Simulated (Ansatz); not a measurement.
TePb:

```xyz
2
Lattice="0.0000 3.2310 3.2310 3.2310 0.0000 3.2310 3.2310 3.2310 0.0000" Properties=species:S:1:pos:R:3 pbc="T T T"
Pb    0.0000    0.0000    0.0000
Te    3.2310    3.2310    3.2310
```

```yaml
Program: Ansatz 0.2.0
Task: relaxation of cell and atoms
Functional: HSE06
Potentials_or_basis: Ansatz PAW
Cutoff: "420 eV (not typed: the program's choice for these potentials)"
k_mesh: 4 × 4 × 4
Occupations: fermi-dirac, width 0.05 eV
Spin: no spin polarisation
```

At the start: volume 33.73 Å³/atom.

Q: How do energy, volume and symmetry change on relaxing?

A: It ends after 4 steps and the volume is 34.64 Å³/atom (+2.7 %); space group Fm-3m (No. 225, to 0.05 Å).

The path:
```
step  energy change (eV)  largest force (eV/Å)  volume (Å³)
   1              0.0000                0.0000        67.46
   2             -0.0054                0.0000        69.85
   3             -0.0061                0.0000        69.27
   4             -0.0064                0.0000        69.27
```

Final structure:
```
Pb Te
1.0
     0.00000    3.25973    3.25973
     3.25973    0.00000    3.25973
     3.25973    3.25973    0.00000
Pb Te
1 1
Direct
  0.00000 0.00000 0.00000
  0.50000 0.50000 0.50000
```

Caveat: the k mesh is coarse (spacing up to 0.42 Å⁻¹), so the values aren't converged, least of all with exact exchange; the plane-wave basis is chosen anew once the cell has moved, so the energies of steps on either side of that aren't comparable; the PAW data sets come from PBE, with cores solved anew for the run's functional, which leaves a small shift of forces and pressure.
